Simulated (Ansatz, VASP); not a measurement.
**LaP in two plane-wave programs**

One calculation is typed for both programs; each brings its own data sets. How far apart do they land? The cell is taken from a series of runs on this material, whose earlier steps may have relaxed, scaled, displaced or heated it; both programs get it as it stands.

Method: plane waves, with VASP 6.6.1 beside it; HSE06, in Ansatz 0.2.0.

### Step 1. Set-up

The cell holds 4 atoms: 2 La and 2 P. Cell: a = 4.260 Å, b = 4.260 Å, c = 28.900 Å, α = 90.0°, β = 90.0°, γ = 90.0°. It derives from LaP. Vacuum lies along c.

As a file:

```xyz
4
Lattice="4.2603 0.0000 0.0000 0.0000 4.2603 0.0000 0.0000 0.0000 28.9000" Properties=species:S:1:pos:R:3
La    0.0000    0.0000   13.0265
La    2.1302    2.1302   15.8735
P     2.1302    2.1302   13.0272
P     0.0000    0.0000   15.8728
```

### Step 2. VASP: single point, HSE06

A single point takes one fixed geometry, so differences don't come from the geometry; what else differs is listed under the comparison.

Lines of VASP's logs that name or quote its potential files are left out, and so is its time.

The run reads the wave functions of an earlier VASP run, which isn't shown here.

Contents of INCAR:

```
SYSTEM = LaP
PREC = Accurate
ENCUT = 400
EDIFF = 1E-06
NELM = 100
ISMEAR = -1
SIGMA = 0.03
LREAL = .FALSE.
ALGO = Normal
LHFCALC = .TRUE.
AEXX = 0.25
GGA = PE
HFSCREEN = 0.208
LASPH = .TRUE.
NBANDS = 22
PRECFOCK = Fast
LORBIT = 11
LWAVE = .FALSE.
LCHARG = .FALSE.
NCORE = 4
ISIF = 2
LDIPOL = .TRUE.
IDIPOL = 3
DIPOL = 0.5 0.5 0.5
LVHAR = .TRUE.
```

Contents of POSCAR:

```
LaP
1.0
    4.2603183566      0.0000000000      0.0000000000
    0.0000000000      4.2603183566      0.0000000000
    0.0000000000      0.0000000000     28.9000000000
La P
2 2
Direct
    0.0000000000      0.0000000000      0.4507435150
    0.5000000000      0.5000000000      0.5492564850
    0.5000000000      0.5000000000      0.4507685303
    0.0000000000      0.0000000000      0.5492314697
```

Contents of KPOINTS:

```
Automatic mesh
0
Gamma
2 2 1
0 0 0
```

PAW data sets: La and P (PBE family, release 64).

The run is started by

```
> mpirun -np 4 vasp_std
```

Numbers of over 12 decimals in the logs are rounded to 6 here.

The log of the run:

```text
[banner, memory and clock lines left out]
running    4 mpi-ranks, on    1 nodes
 distrk:  each k-point on    4 cores,    1 groups
 distr:  one band on    4 cores,    1 groups

 POSCAR found type information on POSCAR LaP
 POSCAR found :  2 types and       4 ions
 LDA part: xc-table for (Slater+PW92), standard interpolation
 found WAVECAR, reading the header
 POSCAR, INCAR and KPOINTS ok, starting setup
 FFT: planning ... GRIDC
 FFT: planning ... GRID_SOFT
 FFT: planning ... GRID
 reading WAVECAR
 the WAVECAR file was read successfully
 initial charge from wavefunction
 entering main loop
       N       E                     dE             d eps       ncg     rms          rms(c)
DAV:   1    -0.278441346852E+02   -0.27844E+02   -0.26191E+00   208   0.179E+01    0.238E+00
DAV:   2    -0.278309570218E+02    0.13178E-01   -0.11793E-01   216   0.320E+00    0.147E+00
DAV:   3    -0.278119285075E+02    0.19029E-01   -0.10196E-01   216   0.210E+00    0.101E+00
DAV:   4    -0.278153127506E+02   -0.33842E-02   -0.27477E-02   264   0.113E+00    0.670E-01
DAV:   5    -0.278152513508E+02    0.61400E-04   -0.15890E-03   240   0.237E-01    0.363E-01
DAV:   6    -0.278151242482E+02    0.12710E-03   -0.74806E-04   240   0.162E-01    0.181E-01
DAV:   7    -0.278151300945E+02   -0.58463E-05   -0.13274E-04   240   0.791E-02    0.916E-02
DAV:   8    -0.278151268993E+02    0.31952E-05   -0.13507E-05   216   0.318E-02    0.490E-02
DAV:   9    -0.278151271037E+02   -0.20444E-06   -0.59968E-06   168   0.199E-02
   1 F= -.27815127E+02 E0= -.27815110E+02  d E =-.336943E-04
```

OUTCAR, selected parts (step 2):

```text
ion  position               nearest neighbor table
   1  0.000  0.000  0.451-   4 2.85   3 3.01   3 3.01   3 3.01   3 3.01
   2  0.500  0.500  0.549-   3 2.85   4 3.01   4 3.01   4 3.01   4 3.01
   3  0.500  0.500  0.451-   2 2.85   1 3.01   1 3.01   1 3.01   1 3.01
   4  0.000  0.000  0.549-   1 2.85   2 3.01   2 3.01   2 3.01   2 3.01

  LATTYP: Found a simple tetragonal cell.
 ALAT       =     4.2603183566
 C/A-ratio  =     6.7835306146

 Subroutine GETGRP returns: Found 16 space group operations
 (whereof  8 operations were pure point group operations)

The static configuration has the point symmetry C_4v.
 The point group associated with its full space group is D_4h.

 Found      3 irreducible k-points:

   k-points           NKPTS =      3   k-points in BZ     NKDIM =      4   number of bands    NBANDS=     22

   dimension x,y,z NGX =    28 NGY =   28 NGZ =  192
   dimension x,y,z NGXF=    56 NGYF=   56 NGZF=  384

   ENCUT  =  400.0 eV  29.40 Ry    5.42 a.u.   6.95  6.95 47.13*2*pi/ulx,y,z

   NELECT =      32.0000    total number of electrons

 k-points in reciprocal lattice and weights: Automatic mesh
   0.00000000  0.00000000  0.00000000       0.250
   0.50000000  0.00000000  0.00000000       0.500
   0.50000000  0.50000000  0.00000000       0.250

  exchange ACFDT corr.  =         0.00000000  see jH, gK, PRB 81, 115126

 dipolmoment           0.000000      0.000000     -0.000010 electrons x Angstroem

 average (electrostatic) potential at core
       1-101.7751       2-101.7751       3 -84.2584       4 -84.2584

 E-fermi :  -1.3644

 k-point     1 :       0.0000    0.0000    0.0000
  band No.  band energies     occupation
    ...
     12      -2.8691      2.00000
     13      -1.9478      2.00000
     14      -1.9478      2.00000
     15      -1.6595      1.99989
     16      -1.6595      1.99989
     17      -1.0902      0.00021
     18       0.0569      0.00000
     19       0.4607      0.00000
     20       1.5535      0.00000
     21       1.5535      0.00000
    ...

 k-point     2 :       0.5000    0.0000    0.0000
  band No.  band energies     occupation
    ...
     12      -4.6499      2.00000
     13      -3.5138      2.00000
     14      -3.5138      2.00000
     15      -3.0282      2.00000
     16      -3.0281      2.00000
     17       1.5218      0.00000
     18       1.5218      0.00000
     19       2.5064      0.00000
     20       2.5090      0.00000
     21       2.5333      0.00000
    ...

 k-point     3 :       0.5000    0.5000    0.0000
  band No.  band energies     occupation
    ...
     12      -2.9277      2.00000
     13      -2.3887      2.00000
     14      -2.3887      2.00000
     15      -2.2057      2.00000
     16      -2.2057      2.00000
     17      -0.1998      0.00000
     18      -0.1998      0.00000
     19       2.0814      0.00000
     20       2.0814      0.00000
     21       2.7571      0.00000
    ...

  Total        0.2274429      0.2274429     -0.4664462      0.0000000      0.0000000      0.0000000
  in kB        0.6947059      0.6947059     -1.4247223      0.0000000      0.0000000      0.0000000
  external PRESSURE =      -0.0117701 kB  Pullay stress =       0.0000000 kB

  energy-cutoff  :      400.00
  volume of cell :      524.54
      direct lattice vectors                 reciprocal lattice vectors
     4.260318357  0.000000000  0.000000000     0.234724243  0.000000000  0.000000000
     0.000000000  4.260318357  0.000000000     0.000000000  0.234724243  0.000000000
     0.000000000  0.000000000 28.900000000     0.000000000  0.000000000  0.034602076

 POSITION                                       TOTAL-FORCE (eV/Angst)
 -----------------------------------------------------------------------------------
      0.00000      0.00000     13.02649         0.000000      0.000000     -0.106408
      2.13016      2.13016     15.87351        -0.000000      0.000000      0.106408
      2.13016      2.13016     13.02721        -0.000000      0.000000      0.250044
      0.00000      0.00000     15.87279         0.000000      0.000000     -0.250044
 -----------------------------------------------------------------------------------
    total drift:                               -0.000145      0.000028      0.000102

  FREE ENERGIE OF THE ION-ELECTRON SYSTEM (eV)
  ---------------------------------------------------
  free  energy   TOTEN  =       -27.8151271037 eV

  energy  without entropy=      -27.8150934094  energy(sigma->0) =      -27.81511026

 vacuum level on the upper side and lower side of the slab         2.138         2.138

 total charge
# of ion       s       p       d       f       tot
--------------------------------------------------
    1        2.023   5.670   0.602   0.131   8.426
    2        2.023   5.670   0.602   0.131   8.426
    3        1.021   1.562   0.000   0.000   2.583
    4        1.021   1.562   0.000   0.000   2.583
--------------------------------------------------
tot          6.088  14.464   1.203   0.262  22.018
```

The k-mesh is coarse for exact exchange; levels may shift by about 0.1 eV on a finer one.

### Step 3. Ansatz: single point, HSE06

Ansatz runs on its default PAW (the set named soft_2) files.

The same cell, functional, mesh and smearing now go to Ansatz, which takes its cutoff from its data sets.

Contents of input.yaml:

```yaml
crystal:
  lattice:
    - [4.2603183566, 0.0, 0.0]
    - [0.0, 4.2603183566, 0.0]
    - [0.0, 0.0, 28.9]
  atoms:
    - { symbol: La, position: [0.0, 0.0, 0.450743515] }
    - { symbol: P, position: [0.5, 0.5, 0.4507685303] }
    - { symbol: La, position: [0.5, 0.5, 0.549256485] }
    - { symbol: P, position: [0.0, 0.0, 0.5492314697] }
  periodic: [true, true, false]
kpoints:
  mp_grid: { grid: [2, 2, 1] }
hamiltonian:
  xc: hse06
scf:
  occupations: { method: fermi_dirac, width: 0.03 }
  n_extra_bands: 5
output:
  eigenvalues: true
  write_density: true
  write_potential: true
  elf: true
  volumetric_format: npy
```

The run is started by

```
> ansatz run input.yaml --threads 8 --pin off --max-ram 17510MiB --backend cpu --events-out ev --progress --plain --runs-dir out
```

The log of the run:

```text
scf.n_extra_bands = 5 over 16 filled bands (N_el = 32.0): the run solves 21 bands
exact exchange: scf.exx.singularity resolves to wigner_seitz, which cuts the screened interaction at the faces of the exchange supercell's Wigner-Seitz cell, so that each pair interacts once, at the shortest of its separations (the periodic images that this leaves out come, for a point-like exchange hole, to about 0.021 eV on a filled level). The cut falls within the interaction's reach, and what an exchange supercel [...]
Engine: ansatz 0.2.0, aarch64-unknown-linux-gnu
Pseudopotentials: kind: paw
Pseudopotential: La, paw, valence charge 11, recommended cutoff 420 eV (normal), La.paw.azcp
Pseudopotential: P, paw, valence charge 5, recommended cutoff 420 eV (normal), P.paw.azcp
Functional definition: HSE06
  parameter a = 0.25
  parameter omega = 0.11/bohr
  exchange = pbe_x - a*pbe_x_sr(omega) + a*exact_x_sr(omega)
  correlation = pbe_c
Crystal: 4 atoms, lattice volume = 524.544 Å³
Basis set: ecut = 420 eV, 10201 PW (Γ)
Bands: 21, of which v1, the nominal top of the filled ones, is band 16 counted from 1 (15 counted from 0)
Symmetry: 16 space group operations
Space group: P4/nmm (ITA 129), of the structure as read, at distance tolerance 8.1e-5 Å
k-points: 3 of 4
Non-local potential: La, projectors of the file, l = 0: 3, l = 1: 2, l = 2: 2, l = 3: 3
Non-local potential: P, projectors of the file, l = 0: 2, l = 1: 2, l = 2: 2
PAW form: soft (Blöchl's): semilocal exchange-correlation on the pseudo side does not see the compensation charge
PAW frozen core: La, regenerated for the run's functional, and the local potential with it (the file was generated under x = pbe(κ = 0.804, μ = 0.219515), c = pbe(β = 0.066725))
PAW frozen core: P, regenerated for the run's functional, and the local potential with it (the file was generated under x = pbe(κ = 0.804, μ = 0.219515), c = pbe(β = 0.066725))
PAW one-centre angular grid: La, 590 points (default); XC on 64 Gauss nodes
PAW one-centre angular grid: P, 110 points (default); XC on 64 Gauss nodes
Initial density: superposition of atomic densities (neutral atoms: chi_scale 0, normalization atom), corrected by the library's trained network
Initial wavefunctions: pseudopotential atomic-orbital guess
Functional: x = pbe(κ = 0.804, μ = 0.219515), c = pbe(β = 0.066725), warm-up for x = pbe(κ = 0.804, μ = 0.219515) + 0.25 (exact − pbe) at short range (hse, ω = 0.207870 Å⁻¹), c = pbe(β = 0.066725); HSE06 as pw.x's `hse` composes it (authors' and Libxc's form: `xc: wpbeh`)
SCF iter   1: F=—  HF=-14015.813097 eV  |F-HF|=—  |Δ(HF+E_count)|=         —  Δρ=2.82e-3  dr2=5.16e-2  ethr=1.77e-3  ⟨swp⟩=11.3  Hψ=389  notcnv=0
preconditioner: auto → none  [insulator: Δε(μ)=0.105 eV  Ē_g=10.554 eV  σ=0.030 eV  W_gap=0.69  n_scr=42 (ndim 8)  ℏωp=8.6 eV  f_vac=0.727  D(μ)=5.84/eV (n_scr^D=12)]
SCF iter   2: F=—  HF=-14015.815206 eV  |F-HF|=—  |Δ(HF+E_count)|=   2.11e-3  Δρ=1.34e-3  dr2=1.54e-2  ethr=1.61e-4  ⟨swp⟩=7.3  Hψ=236  notcnv=0  defer=5
SCF iter   3: F=—  HF=-14015.813603 eV  |F-HF|=—  |Δ(HF+E_count)|=   1.60e-3  Δρ=6.49e-4  dr2=3.29e-3  ethr=4.80e-5  ⟨swp⟩=8.0  Hψ=205  notcnv=0  defer=2
SCF iter   4: F=—  HF=-14015.813606 eV  |F-HF|=—  |Δ(HF+E_count)|=   2.99e-6  Δρ=2.59e-4  dr2=4.84e-4  ethr=1.03e-5  ⟨swp⟩=7.3  Hψ=189  notcnv=0  defer=1
SCF iter   5: F=—  HF=-14015.813743 eV  |F-HF|=—  |Δ(HF+E_count)|=   1.37e-4  Δρ=1.21e-4  dr2=1.25e-4  ethr=1.51e-6  ⟨swp⟩=5.7  Hψ=193  notcnv=0  defer=1
SCF iter   6: F=—  HF=-14015.813745 eV  |F-HF|=—  |Δ(HF+E_count)|=   2.35e-6  Δρ=6.59e-5  dr2=2.61e-5  ethr=3.91e-7  ⟨swp⟩=5.3  Hψ=158  notcnv=0  defer=1
SCF iter   7: F=—  HF=-14015.813776 eV  |F-HF|=—  |Δ(HF+E_count)|=   3.12e-5  Δρ=8.94e-5  dr2=1.08e-4  ethr=8.14e-8  ⟨swp⟩=5.7  Hψ=242  notcnv=0  defer=1  recentre
iter 8 solved again at ethr=3.12e-9 eV; its pass at ethr=8.14e-8 eV (dr2=9.98e-7 eV) is discarded
SCF iter   8: F=—  HF=-14015.813752 eV  |F-HF|=—  |Δ(HF+E_count)|=   2.45e-5  Δρ=1.68e-5  dr2=1.09e-6  ethr=3.12e-9  ⟨swp⟩=5.0  Hψ=344  notcnv=0
SCF iter   9: F=—  HF=-14015.813753 eV  |F-HF|=—  |Δ(HF+E_count)|=   1.51e-6  Δρ=8.41e-6  dr2=6.03e-7  ethr=3.12e-9  ⟨swp⟩=3.7  Hψ=149  notcnv=0
[...]
SCF 1 converged in 14 iterations: F = -14015.813753 eV  dr2 = 2.78e-10
  greatest PAW one-centre occupation: 0.971 electrons in one spin orbital (limit 2), on the La atom at site 2 (counted from 0), in its partial waves of l = 0
Initial density: handed on by an earlier stage of this run
Initial wavefunctions: those handed on with the density
Functional: x = pbe(κ = 0.804, μ = 0.219515) + 0.25 (exact − pbe) at short range (hse, ω = 0.207870 Å⁻¹), c = pbe(β = 0.066725); HSE06 as pw.x's `hse` composes it (authors' and Libxc's form: `xc: wpbeh`)
Exchange kernel: α = 0.2500, screened, ω = 0.2079 Å⁻¹, Wigner–Seitz truncation, v(0) = 882.9108 eV·Å³, q-mesh 2×2×1, nearest image of the exchange supercell L = 8.52 Å, pair-density grid 20×20×120, without the augmentation charges, whose exchange is taken in its separable form by FFT convolution over the k-point mesh (sized by the pseudopotential files, 30×30×200 at the most)
Frozen-core exchange: fock
[...]
eigensolver tolerance schedule calibrated: the retry pair's looser diagonalisation under-reported the residual by θ = 0.70 (0.26/decade); ethr = c·dr2/N_el runs at the constant in force after the calibration composes with the one it found (an armed cap, an earlier calibration), c = 1.4e-2
preconditioner: auto → none  [insulator: Δε(μ)=0.479 eV  Ē_g=6.887 eV  σ=0.030 eV  W_gap=1.00  n_scr=42 (ndim 8)  ℏωp=6.5 eV  f_vac=0.727  D(μ)=0.02/eV (n_scr^D=0)]
[...]
SCF iter   3: F=—  HF=-14026.128102 eV  |F-HF|=—  |Δ(HF+E_count)|=   7.77e-3  Δρ=9.09e-4  dr2=4.78e-3  ethr=4.52e-6  ⟨swp⟩=6.3  Hψ=274  notcnv=0  defer=8
SCF iter   4: F=—  HF=-14026.127142 eV  |F-HF|=—  |Δ(HF+E_count)|=   9.59e-4  Δρ=3.03e-4  dr2=1.54e-3  ethr=2.10e-6  ⟨swp⟩=6.0  Hψ=254  notcnv=0  defer=7
SCF iter   5: F=—  HF=-14026.126737 eV  |F-HF|=—  |Δ(HF+E_count)|=   4.05e-4  Δρ=1.60e-4  dr2=3.38e-4  ethr=6.69e-7  ⟨swp⟩=5.7  Hψ=215  notcnv=0  defer=5
SCF iter   6: F=—  HF=-14026.126640 eV  |F-HF|=—  |Δ(HF+E_count)|=   9.71e-5  Δρ=7.28e-5  dr2=7.03e-5  ethr=1.48e-7  ⟨swp⟩=7.3  Hψ=244  notcnv=0  defer=3
SCF iter   7: F=-14026.126608 eV  HF=-14026.126612 eV  |F-HF|=4.18e-6  |Δ(HF+E_count)|=   2.77e-5  Δρ=1.96e-5  dr2=5.02e-6  ethr=3.02e-8  ⟨swp⟩=6.0  Hψ=218  notcnv=0  defer=4
SCF 2 stopped early in 7 iterations: F = -14026.126608 eV  dr2 = 5.02e-6
  greatest PAW one-centre occupation: 0.976 electrons in one spin orbital (limit 2), on the La atom at site 2 (counted from 0), in its partial waves of l = 0
hybrid outer 1: dexx = +6.066e-2 eV, tail = 1.63e-4 eV
Exchange kernel: α = 0.2500, screened, ω = 0.2079 Å⁻¹, Wigner–Seitz truncation, v(0) = 882.9108 eV·Å³, q-mesh 2×2×1, nearest image of the exchange supercell L = 8.52 Å, pair-density grid 20×20×120, without the augmentation charges, whose exchange is taken in its separable form by FFT convolution over the k-point mesh (sized by the pseudopotential files, 30×30×200 at the most)
Frozen-core exchange: fock
SCF iter   1: F=—  HF=-14026.124427 eV  |F-HF|=—  |Δ(HF+E_count)|=         —  Δρ=3.47e-5  dr2=1.51e-5  ethr=2.54e-6  ⟨swp⟩=15.3  Hψ=208  notcnv=0
preconditioner: auto → none  [insulator: Δε(μ)=0.537 eV  Ē_g=6.481 eV  σ=0.030 eV  W_gap=1.00  n_scr=42 (ndim 8)  ℏωp=6.5 eV  f_vac=0.727  D(μ)=0.01/eV (n_scr^D=0)]
iter 2 solved again at ethr=4.62e-9 eV; its pass at ethr=4.65e-8 eV (dr2=1.48e-6 eV) is discarded
SCF iter   2: F=—  HF=-14026.124429 eV  |F-HF|=—  |Δ(HF+E_count)|=   2.03e-6  Δρ=1.26e-5  dr2=1.58e-6  ethr=4.62e-9  ⟨swp⟩=6.0  Hψ=365  notcnv=0  defer=2
SCF iter   3: F=—  HF=-14026.124430 eV  |F-HF|=—  |Δ(HF+E_count)|=   8.09e-7  Δρ=7.98e-6  dr2=5.90e-7  ethr=4.57e-9  ⟨swp⟩=5.7  Hψ=213  notcnv=0  defer=4
SCF iter   4: F=-14026.124429 eV  HF=-14026.124430 eV  |F-HF|=4.20e-8  |Δ(HF+E_count)|=   1.82e-7  Δρ=3.89e-6  dr2=8.09e-8  ethr=1.79e-9  ⟨swp⟩=5.3  Hψ=166  notcnv=0  defer=5
SCF 3 converged in 4 iterations: F = -14026.124429 eV  dr2 = 8.09e-8
hybrid outer 2: dexx = +5.794e-6 eV, tail = 2.17e-7 eV, Δε = 6.09e-3 eV (about 3.36e-4 eV left of the loop's levels)
WARN: The output density's exchange-correlation potential varies sharply where the density is thin. Do not read a vacuum level from v_tot or v_xc, or from such a field of the output density. On a cell that repeats whose density bears no net charge and no dipole along the vacuum's axis use v_es (v_loc + v_h of the components); under efield.dipole_correction with no amplitude use v_es + v_field, which holds any externa [...]
hybrid SCF converged: 2 outer / 11 inner (+14 warm-up), last move |dexx| = 5.79e-6 eV, tail = 2.17e-7 eV
Stability not checked: this state was not tested for a lower state beside it, because the functional holds exact exchange (a hybrid, or Hartree-Fock), whose exchange loop this test does not read (fock_operator; see scf.lower_state_search)
Free energy (F): -14026.124429 eV
Frozen-core exchange: fock
Harris-Foulkes:  -14026.124429 eV  (|F-HF|=4.20e-8)
Internal energy: -14026.124376 eV  (E = F + TS)
E sigma→0 (E₀):  -14026.124402 eV
Entropy (-TS):   -0.000054 eV (-0.013 meV/atom)
Fermi energy:    -3.531804 eV
--- Per-component energies (eV) ---
  E_band       = -521.987727
  E_kinetic    = 521.777658
  E_local      = -28702.373335  (includes V_loc(G=0)·N_el)
  E_nonlocal   = 256.998877
  E_hartree    = 13999.475865
  E_xc         = -325.509775
  E_vxc        = -335.063173  (∫ρ·V_xc dr)
  E_exx        = -59.603848  (= α·E_x^exact, valence–valence)
  E_paw        = -11997.838651  (= ΣΔE_a)
  E_vpaw       = -143.079012  (= ΣTr[D̂ρ^β])
  E_aug_tail   = 0.000006  (compensation charges beyond the density's cutoff)
  E_ewald      = 12281.440257
  E_core_change = -0.491429  (= ΣΔE_core)
  E_smearing   = -0.000054  (= −TS)
  E_closure    = -0.000000  (closes the sum)
  Σ components = -14026.124429   (vs F -14026.124429, Δ=0.00e0)
--- Band table (eV) ---
  k-point 0: bands = [... 12 lower, -4.0946, -4.0946, -3.8115, -3.8115, -3.2729, -2.1232, -1.7030, -0.6262, ... 1 higher]
  k-point 1: bands = [... 12 lower, -5.6684, -5.6684, -5.1826, -5.1826, -0.6441, -0.6441, 0.3100, 0.3100, ... 1 higher]
  k-point 2: bands = [... 12 lower, -4.5419, -4.5419, -4.3552, -4.3552, -2.3653, -2.3653, -0.1036, -0.1036, ... 1 higher]
  the weakly bound empty levels are not read free of the cell's end (exact_exchange)
```

In the SCF lines HF is the Harris–Foulkes energy and dr2 the Hartree energy of the density residual, in eV; the loop may stop once dr2 is under the threshold and the program's other checks hold. Hψ counts applications of the Hamiltonian.

### Step 4. Comparison

Known differences besides the potentials themselves: exact exchange at q = 0 is treated differently, which shows on coarse meshes; VASP keeps PBE cores, Ansatz makes them for the functional; Ansatz cuts the interaction across the vacuum, VASP repeats the sheet with a dipole correction (LDIPOL); the cutoff is 420 eV in Ansatz and 400 eV in VASP; VASP takes a coarser grid for exact exchange (PRECFOCK = Fast). Total energies have different zeros and are not compared.

Both answers:

```csv
quantity,Ansatz,VASP,difference
gap on the k mesh (eV),0.539,0.569,-0.031
```

A gap on the mesh is an upper bound, since the band edges may lie between its points. Where the cell holds vacuum, a pressure given here is an average over it and none of the material.

### Step 5. What came out

```yaml
difference_in_gap_on_the_k_mesh_single_point_hse06: -0.031 eV
```

**Reading.** The difference in gap on the k mesh is -0.031 eV (single point, HSE06), within the 0.08 eV picked in this series as the mark of a large difference. How closely two codes agree says nothing of how well the functional describes the real material.

[Lines on the potential files, build, host, timing and source positions are cut from VASP's logs without a mark.]

[Logs are printed without paths, hosts, clocks, repeated set-up lines and the standing remarks that a program may print on its own settings, such as how far it seeks lower states.]

[Hosts, paths, dates, database ids (printed as entryN), source tags and the programs' standing remarks are cut or masked in the printed files.]
